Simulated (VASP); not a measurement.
# SiC (Moissanite 3C): relaxation of cell and atoms with PBEsol

Crystal: SiC (Moissanite 3C).

```xyz
2
Lattice="0.0000 2.1790 2.1790 2.1790 0.0000 2.1790 2.1790 2.1790 0.0000" Properties=species:S:1:pos:R:3 pbc="T T T"
Si    0.0000    0.0000    0.0000
C     1.0895    1.0895    1.0895
```

- Program: VASP 6.6.1
- Task: relaxation of cell and atoms
- Functional: PBEsol
- Potentials or basis: VASP PAW PBE potentials, release 64 (Si, C)
- Cutoff: 600 eV
- k mesh: 10 × 10 × 10
- Occupations: gaussian, width 0.03 eV
- Spin: no spin polarisation
- Further INCAR settings: ALGO = Normal; EDIFF = 1e-07; IBRION = 2; EDIFFG = -0.005; NSW = 90; ISIF = 3

```
Pressure after relaxing : 0.0 GPa
Band gap on the k mesh  : 1.23 eV, indirect (least direct gap 4.44 eV)
```

Final structure:
```yaml
crystal:
  lattice:
    - [0.00000, 2.17900, 2.17900]
    - [2.17900, 0.00000, 2.17900]
    - [2.17900, 2.17900, 0.00000]
  atoms:
    - { symbol: Si, position: [0.00000, 0.00000, 0.00000] }
    - { symbol: C, position: [0.25000, 0.25000, 0.25000] }
```

Levels at points of the mesh, in eV from the valence-band top:
| k point | band 1 | band 2 | band 3 | band 4 | band 5 | band 6 | band 7 | band 8 |
| --- | --- | --- | --- | --- | --- | --- | --- | --- |
| (0.00, 0.00, 0.00) | -15.42 | 0.00 | 0.00 | 0.00 | 6.19 | 7.24 | 7.24 | 7.24 |
| (0.50, 0.00, 0.00) | -11.82 | -8.60 | -1.06 | -1.06 | 5.37 | 7.14 | 7.14 | 9.92 |
| (0.50, 0.50, 0.00) | -10.36 | -7.83 | -3.21 | -3.21 | 1.23 | 4.20 | 13.95 | 13.95 |

Wall time 8.3 s on 1 thread of Intel(R) Xeon(R) Platinum 8488C (Sapphire Rapids), on a shared host, peak memory 0.15 GiB.

Caveat: the relaxation stopped at its first step, so nothing moved; the PAW data sets were made with another functional, which shifts forces and pressure a little. As with any semilocal functional, this PBEsol gap is likely too small.
